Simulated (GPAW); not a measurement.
# SnSe (Pnma) in GPAW: a series of runs

Aim: see how the results for SnSe move with the level of theory and the settings. Levels: PBE, LDA. Tasks: band structure, equation of state.

All numbers are computed with GPAW 26.7.0; they aren't measurements. Logs are shortened: lines on timing, memory, paths and dates and some standing lists are left out, and cuts for length are marked. The log counts tension as positive stress, the text compression.

**Measured values to compare with.**

“Linear dichroism of the optical properties of SnS and SnSe van der Waals crystals”, 2024, arxiv:2409.17412 reports, for a bulk crystal of SnSe at 300 K: band gap 0.89 eV (indirect).

How close the calculation comes is told below.

## 1. The structure

The structure is orthorhombic, space group Pnma (No. 62). The conventional cell has a = 11.420 Å, b = 4.190 Å, c = 4.460 Å, α = 90.00°, β = 90.00°, γ = 90.00°. Around Sn (site symmetry m) lie 3 Se at 2.69 to 2.83 Å. Se (site symmetry m) has 3 Sn at 2.69 to 2.83 Å as nearest neighbours.

## 2. Band structure, PBE

The input, run.py:

```python
from ase import Atoms
from ase.dft.bandgap import bandgap
from ase.io import write
from ase.units import GPa
from gpaw import GPAW, PW

atoms = Atoms(['Sn', 'Sn', 'Sn', 'Sn', 'Se', 'Se', 'Se', 'Se'],
              cell=[[11.42, 0.0, 0.0],
                    [0.0, 4.19, 0.0],
                    [0.0, 0.0, 4.46]],
              scaled_positions=[[0.877, 0.75, 0.909],
                                [0.623, 0.25, 0.409],
                                [0.377, 0.75, 0.591],
                                [0.123, 0.25, 0.091],
                                [0.643, 0.75, 0.984],
                                [0.857, 0.25, 0.484],
                                [0.143, 0.75, 0.516],
                                [0.357, 0.25, 0.016]],
              pbc=True)

calc = GPAW(mode=PW(600),
            xc='PBE',
            kpts={'size': (2, 4, 4), 'gamma': True},
            occupations={'name': 'fermi-dirac', 'width': 0.05},
            nbands=62,
            convergence={'density': 1e-05, 'energy': 1e-05},
            maxiter=150,
            txt='gpaw.txt')
atoms.calc = calc
energy = atoms.get_potential_energy()
forces = atoms.get_forces()
stress = atoms.get_stress()
calc.write('gs.gpw')
write('result.traj', atoms)
print(f'Energy: {energy:.6f} eV')
print('Forces (eV/A):')
print(forces.round(4))
print('Stress (GPa):', (stress / GPa).round(3))
print('Fermi level:', round(calc.get_fermi_level(), 4), 'eV')
print(f'Gap: {bandgap(calc)[0]:.4f} eV, direct: {bandgap(calc, direct=True)[0]:.4f} eV')

path = atoms.cell.bandpath('GXSYGZURTZ,YT,UX,SR', npoints=80, eps=1e-4)
bs_calc = calc.fixed_density(kpts=path, symmetry='off', nbands=99,
                             convergence={'bands': 'CBM+6.0', 'eigenstates': 1e-6}, txt='bands.txt')
bs = bs_calc.band_structure()
bs.write('bs.json')
print(f'Gap on the path: {bandgap(bs_calc)[0]:.4f} eV')
```

Potentials or basis: GPAW PAW data sets (gpaw-data 1.2.1), pw.

On the command line:

```bash
$ OMP_NUM_THREADS=1 python run.py
```

gpaw.txt:

```text
__  _  _
 | _ |_)|_||  |
 |__||  | ||/\| - 26.7.0

Input parameters:
  mode=PW(ecut=600.0),
  convergence={'density': 1e-05, 'energy': 1e-05},
  kpts=MonkhorstPack(size=(2, 4, 4), gamma=True),
  maxiter=150,
  nbands=62,
  occupations=Occupations(name='fermi-dirac', width=0.05),
  xc=XC(name='PBE')

Diagonalizing LCAO Hamiltonian
Converting LCAO to pw mode
    .---------------------------.
   /|                Se     Sn  |
  / |                           |
 *  |  Se     Sn                |
 |  |                           |
 |  .--------------Sn-----Se----.
 | /                           /
 |/  Sn     Se                /
 *---------------------------*

Atoms  # Å, Bohr magnetons
|   | symbol |         x |        y |        z |    initial magnetic moments |
|---|--------|-----------|----------|----------|-----------------------------|
| 0 |     Sn | 10.015340 | 3.142500 | 4.054140 | ( 0.0000,  0.0000,  0.0000) |
| 1 |     Sn |  7.114660 | 1.047500 | 1.824140 | ( 0.0000,  0.0000,  0.0000) |
| 2 |     Sn |  4.305340 | 3.142500 | 2.635860 | ( 0.0000,  0.0000,  0.0000) |
| 3 |     Sn |  1.404660 | 1.047500 | 0.405860 | ( 0.0000,  0.0000,  0.0000) |
| 4 |     Se |  7.343060 | 3.142500 | 4.388640 | ( 0.0000,  0.0000,  0.0000) |
| 5 |     Se |  9.786940 | 1.047500 | 2.158640 | ( 0.0000,  0.0000,  0.0000) |
| 6 |     Se |  1.633060 | 3.142500 | 2.301360 | ( 0.0000,  0.0000,  0.0000) |
| 7 |     Se |  4.076940 | 1.047500 | 0.071360 | ( 0.0000,  0.0000,  0.0000) |

Unit cell  # Å
| periodic |         x |        y |        z |   lengths |    angles |
|----------|-----------|----------|----------|-----------|-----------|
|      yes | 11.420000 | 0.000000 | 0.000000 | 11.420000 | 90.000000 |
|      yes |  0.000000 | 4.190000 | 0.000000 |  4.190000 | 90.000000 |
|      yes |  0.000000 | 0.000000 | 4.460000 |  4.460000 | 90.000000 |

Number of symmetries: 2
Symmetry operations  # r_c * U_cc + t_c -> r_c
|   | kind |            matrix            |
|---|------|------------------------------|
| 0 |  E   |  1, 0, 0,  0, 1, 0,  0, 0, 1 |
| 1 |  i   | -1, 0, 0,  0,-1, 0,  0, 0,-1 |

BZ-sampling:
  Number of BZ points: 32
  Number of IBZ points: 20

  Monkhorst-Pack size: [2, 4, 4]
  Monkhorst-Pack shift: [0.25, 0.125, 0.125]

K-points  # in reciprocal-cell coordinates
|     |                                coordinates |     weight |
|-----|--------------------------------------------|------------|
|   0 | (  0.00000000,   0.00000000,   0.00000000) | 0.03125000 |
|   1 | (  0.00000000,   0.00000000,   0.25000000) | 0.06250000 |
|   2 | (  0.00000000,   0.00000000,   0.50000000) | 0.03125000 |
|   3 | (  0.00000000,   0.25000000,  -0.25000000) | 0.06250000 |
|   4 | (  0.00000000,   0.25000000,   0.00000000) | 0.06250000 |
|   5 | (  0.00000000,   0.25000000,   0.25000000) | 0.06250000 |
|   6 | (  0.00000000,   0.25000000,   0.50000000) | 0.06250000 |
|   7 | (  0.00000000,   0.50000000,   0.00000000) | 0.03125000 |
|   8 | (  0.00000000,   0.50000000,   0.25000000) | 0.06250000 |
|   9 | (  0.00000000,   0.50000000,   0.50000000) | 0.03125000 |
| ... |                                            |            |
|  19 | (  0.50000000,   0.50000000,   0.50000000) | 0.03125000 |

Plane wave coefficients: 7148
Cutoff: 600.0 eV

Spin-components: 1 (collinear spins)
Bands:           62
Projectors:      44
Spin-degeneracy: 2
Datatype:        complex128

Parallelization:
  kpt:    1
  domain: 1
  band:   1

Density:
  Valence electrons: 80.0
  Components: 1
  Grid points: [70 24 27]
  Charge: 0.0  # |e|

Potential:
  Grid points: [70 24 27]

species:
  Sn:
    name:    Tin
    Z:       50.0
    valence: 14
    core:    36
    charge:  0.0  # [|e|]
    compensation charges:
      type: gauss
      rc: 0.38  # [Å]
      lmax: 2
    cutoffs:
      filter: 2.23  # [Å]
      core: 2.35  # [Å]
    projectors
    | kind |    occ | energy [eV] | rcut [Å] |
    |------|--------|-------------|----------|
    |   5s |  2.000 |     -10.538 |    1.201 |
    |   5p |  2.000 |      -3.696 |    1.270 |
    |   4d | 10.000 |     -25.845 |    1.185 |
    |    s |        |      16.674 |    1.201 |
    |    p |        |      23.515 |    1.270 |
    |    d |        |       1.367 |    1.185 |

    Using partial waves for Sn as LCAO basis

  Se:
    name:    Selenium
    Z:       34.0
    valence: 6
    core:    28
    charge:  0.0  # [|e|]
    compensation charges:
      type: gauss
      rc: 0.27  # [Å]
      lmax: 2
    cutoffs:
      filter: 1.77  # [Å]
      core: 2.67  # [Å]
    projectors
    | kind |    occ | energy [eV] | rcut [Å] |
    |------|--------|-------------|----------|
    |   4s |  2.000 |     -17.277 |    0.847 |
    |   4p |  4.000 |      -6.512 |    1.005 |
    |    s |        |       9.935 |    0.847 |
    |    p |        |      20.699 |    1.005 |
    |    d |        |       0.000 |    0.847 |

    Using partial waves for Se as LCAO basis

Reference energy: -936456.901751  # eV

eigensolver:
  PPCG
  Converge bands: occupied
  niter=2

density mixing:
  MSR1-Mixer
  Pratt-step length: 0.05
  Maximum mixing coefficient: 0.75
  Old densities: 10
  SVD Regularization: 0.005
  Good broyden scale: 1.0
  Trust region scale: 1.0
  Backstep threshold: 4.0
  History deletion threshold: 6.0
  Fourier metric: weight=20.0, sigma=0.015

occupation numbers:
  Fermi-Dirac:
    width: 0.0500  # eV

poisson solver:
  ecut: 4800.0  # eV

xc functional:
  name: PBE with 2 nearest neighbor stencil

convergence criteria:
[... 6 lines left out ...]
|iter     | |      energy | eigst |  dens |
|---------|-|-------------|-------|-------|
|iter:   1| |  -34.143425 | +0.13 |       |
|iter:   2| |  -34.053836 | -1.70 | -1.32 |
|iter:   3| |  -33.633982 | -2.01 | -1.37 |
|iter:   4| |  -33.601391 | -2.42 | -1.81 |
|iter:   5| |  -33.597067 | -3.49 | -2.25 |
|iter:   6| |  -33.599090 | -4.35 | -2.64 |
|iter:   7| |  -33.597665 | -4.94 | -2.89 |
|iter:   8| |  -33.597679 | -5.85 | -3.36 |
|iter:   9| |  -33.597683c| -6.74 | -3.94 |
|iter:  10| |  -33.597683c| -7.50c| -4.70 |
|iter:  11| |  -33.597683c| -7.79c| -5.24c|

Converged in 11 steps
Energy contributions relative to reference atoms: (reference = -936456.901751)

Energy contributions:
  Kinetic:          58.465301
  Coulomb:         -58.109305
  Zero:             -0.131308
  External:          0.000000
  Xc:              -33.822368
  Entropy:          -0.000005
  Spinorbit:         0.000000
  ----------------------------
  Free energy:     -33.597686
  Extrapolated:    -33.597683

dipole moment: (0.000195, 0.000071, 0.000076)  # |e|*Ang

Fermi level: 6.248
Eigenvalues  # (at kpt = [0.000, 0.000, 0.000])
| band index |      eig [eV] | occ [0-2] |
|------------|---------------|-----------|
|          0 |       -15.386 |     2.000 |
|        ... |               |           |
|         32 |         3.039 |     2.000 |
|         33 |         3.103 |     2.000 |
|         34 |         3.716 |     2.000 |
|         35 |         4.119 |     2.000 |
|         36 |         4.398 |     2.000 |
|         37 |         4.767 |     2.000 |
[... 8 lines left out ...]
|         46 |        10.279 |     0.000 |
|         47 |        10.467 |     0.000 |
|        ... |               |           |
|         61 |        14.666 |     0.000 |

Gap: 1.070 eV
Transition (v -> c):
  (s=0, k=12, n=39, [0.50, 0.00, 0.50]) -> (s=0, k=0, n=40, [0.00, 0.00, 0.00])
Direct/indirect transitions are different
Direct gap: 1.299 eV
Transition at: (s=0, k=4, n=39, [0.00, 0.25, 0.00])

Forces  # eV/Ang
|        x |        y |        z |
|----------|----------|----------|
|  0.26547 |  0.00001 | -0.02989 |  # Sn   0
| -0.26523 | -0.00001 | -0.02999 |  # Sn   1
|  0.26523 |  0.00001 |  0.02999 |  # Sn   2
| -0.26547 | -0.00001 |  0.02989 |  # Sn   3
| -0.24508 |  0.00001 |  0.04607 |  # Se   4
|  0.24533 | -0.00000 |  0.04609 |  # Se   5
| -0.24533 |  0.00000 | -0.04609 |  # Se   6
|  0.24508 | -0.00001 | -0.04607 |  # Se   7

Stress tensor  # eV/Ang^3
|         x |         y |         z |
|-----------|-----------|-----------|
| -0.026905 |  0.000000 |  0.000000 |
|  0.000000 | -0.008693 | -0.000000 |
|  0.000000 | -0.000000 | -0.005474 |

# Writing to gs.gpw (mode='')
```

Wall time 14 min (1 thread of Arm Neoverse V2, shared host); peak memory 1.5 GiB.

Results:

- Free energy: -33.5977 eV
- Pressure: 2.2 GPa
- Largest force: 0.267 eV/Å
- Band gap along the path: 0.59 eV, indirect (least direct gap 0.66 eV)

Forces on the atoms (eV/Å):
```
Sn   0.265  0.000 -0.030
Sn  -0.265  0.000 -0.030
Sn   0.265  0.000  0.030
Sn  -0.265  0.000  0.030
Se  -0.245  0.000  0.046
Se   0.245  0.000  0.046
Se  -0.245  0.000 -0.046
Se   0.245  0.000 -0.046
```

Stress tensor (GPa, compression positive):
```
4.31 0.00 0.00
0.00 1.39 0.00
0.00 0.00 0.88
```

Levels at the corners of the path, in eV from the valence-band top:
```csv
point,band 37,band 38,band 39,band 40,band 41,band 42,band 43,band 44
Γ,-1.52,-1.15,-0.74,-0.52,0.82,2.99,3.08,3.10
X,-0.99,-0.99,-0.71,-0.71,0.94,0.94,1.43,1.43
S,-2.21,-2.21,-1.48,-1.48,2.89,2.89,3.14,3.14
Y,-0.74,-0.74,-0.27,-0.27,1.29,1.29,1.61,1.61
Γ,-1.52,-1.15,-0.74,-0.52,0.82,2.99,3.08,3.10
Z,-1.81,-1.81,-0.60,-0.60,2.67,2.67,2.86,2.86
U,-0.97,-0.97,-0.97,-0.97,1.43,1.43,1.43,1.43
R,-1.50,-1.50,-1.50,-1.50,2.65,2.65,2.65,2.65
T,-0.51,-0.51,-0.25,-0.25,1.29,1.29,1.63,1.63
Z,-1.81,-1.81,-0.60,-0.60,2.67,2.67,2.86,2.86
Y,-0.74,-0.74,-0.27,-0.27,1.29,1.29,1.61,1.61
T,-0.51,-0.51,-0.25,-0.25,1.29,1.29,1.63,1.63
U,-0.97,-0.97,-0.97,-0.97,1.43,1.43,1.43,1.43
X,-0.99,-0.99,-0.71,-0.71,0.94,0.94,1.43,1.43
S,-2.21,-2.21,-1.48,-1.48,2.89,2.89,3.14,3.14
R,-1.50,-1.50,-1.50,-1.50,2.65,2.65,2.65,2.65
```

Caveat: spin-orbit coupling is left out, which moves the levels of the heavy elements.

## 3. Band structure, LDA

Changes to run.py since step 2:

```diff
@@ -21,3 +21,3 @@
 calc = GPAW(mode=PW(600),
-            xc='PBE',
+            xc='LDA',
             kpts={'size': (2, 4, 4), 'gamma': True},
```

Potentials or basis: the program's PAW data sets (release 1.2.1) made for this functional, pw.

On the command line:

```bash
$ OMP_NUM_THREADS=1 python run.py
```

gpaw.txt:

```text
__  _  _
 | _ |_)|_||  |
 |__||  | ||/\| - 26.7.0

Input parameters:
  mode=PW(ecut=600.0),
  convergence={'density': 1e-05, 'energy': 1e-05},
  kpts=MonkhorstPack(size=(2, 4, 4), gamma=True),
  maxiter=150,
  nbands=62,
  occupations=Occupations(name='fermi-dirac', width=0.05),
  xc=XC(name='LDA')

Diagonalizing LCAO Hamiltonian
Converting LCAO to pw mode
    .---------------------------.
   /|                Se     Sn  |
  / |                           |
 *  |  Se     Sn                |
 |  |                           |
 |  .--------------Sn-----Se----.
 | /                           /
 |/  Sn     Se                /
 *---------------------------*

Atoms  # Å, Bohr magnetons
|   | symbol |         x |        y |        z |    initial magnetic moments |
|---|--------|-----------|----------|----------|-----------------------------|
| 0 |     Sn | 10.015340 | 3.142500 | 4.054140 | ( 0.0000,  0.0000,  0.0000) |
| 1 |     Sn |  7.114660 | 1.047500 | 1.824140 | ( 0.0000,  0.0000,  0.0000) |
| 2 |     Sn |  4.305340 | 3.142500 | 2.635860 | ( 0.0000,  0.0000,  0.0000) |
| 3 |     Sn |  1.404660 | 1.047500 | 0.405860 | ( 0.0000,  0.0000,  0.0000) |
| 4 |     Se |  7.343060 | 3.142500 | 4.388640 | ( 0.0000,  0.0000,  0.0000) |
| 5 |     Se |  9.786940 | 1.047500 | 2.158640 | ( 0.0000,  0.0000,  0.0000) |
| 6 |     Se |  1.633060 | 3.142500 | 2.301360 | ( 0.0000,  0.0000,  0.0000) |
| 7 |     Se |  4.076940 | 1.047500 | 0.071360 | ( 0.0000,  0.0000,  0.0000) |

Unit cell  # Å
| periodic |         x |        y |        z |   lengths |    angles |
|----------|-----------|----------|----------|-----------|-----------|
|      yes | 11.420000 | 0.000000 | 0.000000 | 11.420000 | 90.000000 |
[... 152 lines left out ...]
|iter:   9| |  -38.870350c| -6.81 | -4.03 |
|iter:  10| |  -38.870350c| -7.79c| -4.84 |
|iter:  11| |  -38.870350c| -8.18c| -5.30c|

Converged in 11 steps
Energy contributions relative to reference atoms: (reference = -935531.041806)

Energy contributions:
  Kinetic:          43.721471
  Coulomb:         -45.265335
  Zero:             -0.069304
  External:          0.000000
  Xc:              -37.257179
  Entropy:          -0.000006
  Spinorbit:         0.000000
  ----------------------------
  Free energy:     -38.870353
  Extrapolated:    -38.870350

dipole moment: (0.000198, 0.000073, 0.000078)  # |e|*Ang

Fermi level: 5.857
Eigenvalues  # (at kpt = [0.000, 0.000, 0.000])
| band index |      eig [eV] | occ [0-2] |
|------------|---------------|-----------|
|          0 |       -15.579 |     2.000 |
|        ... |               |           |
|         32 |         2.736 |     2.000 |
|         33 |         2.786 |     2.000 |
|         34 |         3.410 |     2.000 |
|         35 |         3.817 |     2.000 |
|         36 |         4.102 |     2.000 |
|         37 |         4.417 |     2.000 |
[... 8 lines left out ...]
|         46 |         9.904 |     0.000 |
|         47 |        10.050 |     0.000 |
|        ... |               |           |
|         61 |        14.343 |     0.000 |

Gap: 1.049 eV
Transition (v -> c):
  (s=0, k=1, n=39, [0.00, 0.00, 0.25]) -> (s=0, k=0, n=40, [0.00, 0.00, 0.00])
Direct/indirect transitions are different
Direct gap: 1.279 eV
Transition at: (s=0, k=0, n=39, [0.00, 0.00, 0.00])

Forces  # eV/Ang
|        x |        y |        z |
|----------|----------|----------|
|  0.08597 |  0.00000 | -0.13598 |  # Sn   0
| -0.08584 | -0.00000 | -0.13606 |  # Sn   1
|  0.08584 |  0.00000 |  0.13606 |  # Sn   2
| -0.08597 | -0.00000 |  0.13598 |  # Sn   3
| -0.11705 |  0.00001 |  0.13143 |  # Se   4
|  0.11725 |  0.00000 |  0.13145 |  # Se   5
| -0.11725 | -0.00000 | -0.13145 |  # Se   6
|  0.11705 | -0.00001 | -0.13143 |  # Se   7

Stress tensor  # eV/Ang^3
|        x |         y |         z |
|----------|-----------|-----------|
| 0.001313 |  0.000000 |  0.000000 |
| 0.000000 |  0.018418 | -0.000000 |
| 0.000000 | -0.000000 |  0.021814 |

# Writing to gs.gpw (mode='')
```

stdout:

```text
Energy: -38.870350 eV
Forces (eV/A):
[[ 0.086   0.     -0.136 ]
 [-0.0858 -0.     -0.1361]
 [ 0.0858  0.      0.1361]
 [-0.086  -0.      0.136 ]
 [-0.1171  0.      0.1314]
 [ 0.1173  0.      0.1314]
 [-0.1173 -0.     -0.1314]
 [ 0.1171 -0.     -0.1314]]
Stress (GPa): [ 0.21   2.951  3.495 -0.     0.     0.   ]
Fermi level: 5.8568 eV
Gap: 1.0491 eV, direct: 1.2786 eV
Gap on the path: 0.5212 eV
```

bands.txt:

```text
Diagonalizing LCAO Hamiltonian
Converting LCAO to pw mode
convergence criteria:
- Maximum integral of absolute [eigenst]ate change: 1e-06 eV^2 / valence electron
maximum number of iterations: 150

SCF iterations
|iter     | |      energy | eigst |  dens |
|---------|-|-------------|-------|-------|
|iter:   1| |             | +1.02 |       |
[... 87 lines left out ...]
         [0.5       , 0.5       , 0.        ],
         [0.33333333, 0.5       , 0.        ],
         [0.16666667, 0.5       , 0.        ],
         [0.        , 0.5       , 0.        ],
         [0.        , 0.5       , 0.5       ],
         [0.16666667, 0.5       , 0.5       ],
         [0.33333333, 0.5       , 0.5       ],
         [0.5       , 0.5       , 0.5       ]])),
  maxiter=150,
  nbands=99,
  occupations=Occupations(name='fermi-dirac', width=0.05),
  symmetry=Symmetry(point_group=False, time_reversal=False),
  xc=XC(name='LDA')
```

Run time: 8.7 min. Hardware: 1 thread of Intel Xeon 6975P-C (Granite Rapids), shared host; peak memory 1.5 GiB.

What came out:

```
Free energy             : -38.8704 eV
Pressure                : -2.2 GPa
Largest force           : 0.176 eV/Å
Band gap along the path : 0.52 eV, indirect (least direct gap 0.62 eV)
```

Forces on the atoms (eV/Å):
```
Sn   0.086  0.000 -0.136
Sn  -0.086  0.000 -0.136
Sn   0.086  0.000  0.136
Sn  -0.086  0.000  0.136
Se  -0.117  0.000  0.131
Se   0.117  0.000  0.131
Se  -0.117  0.000 -0.131
Se   0.117  0.000 -0.131
```

Levels at the corners of the path, in eV from the valence-band top:
| point | band 38 | band 39 | band 40 | band 41 | band 42 | band 43 |
| --- | --- | --- | --- | --- | --- | --- |
| Γ | -1.16 | -0.73 | -0.52 | 0.76 | 2.92 | 3.04 |
| X | -1.00 | -0.72 | -0.72 | 0.89 | 0.89 | 1.34 |
| S | -2.21 | -1.47 | -1.47 | 2.84 | 2.84 | 3.11 |
| Y | -0.78 | -0.31 | -0.31 | 1.22 | 1.22 | 1.57 |
| Γ | -1.16 | -0.73 | -0.52 | 0.76 | 2.92 | 3.04 |
| Z | -1.77 | -0.58 | -0.58 | 2.64 | 2.64 | 2.81 |
| U | -0.99 | -0.99 | -0.99 | 1.38 | 1.38 | 1.38 |
| R | -1.48 | -1.48 | -1.48 | 2.61 | 2.61 | 2.61 |
| T | -0.52 | -0.29 | -0.29 | 1.23 | 1.23 | 1.56 |
| Z | -1.77 | -0.58 | -0.58 | 2.64 | 2.64 | 2.81 |
| Y | -0.78 | -0.31 | -0.31 | 1.22 | 1.22 | 1.57 |
| T | -0.52 | -0.29 | -0.29 | 1.23 | 1.23 | 1.56 |
| U | -0.99 | -0.99 | -0.99 | 1.38 | 1.38 | 1.38 |
| X | -1.00 | -0.72 | -0.72 | 0.89 | 0.89 | 1.34 |
| S | -2.21 | -1.47 | -1.47 | 2.84 | 2.84 | 3.11 |
| R | -1.48 | -1.48 | -1.48 | 2.61 | 2.61 | 2.61 |

Caveat: spin-orbit coupling is left out, which moves the levels of the heavy elements.

[end of part 1 of 2]
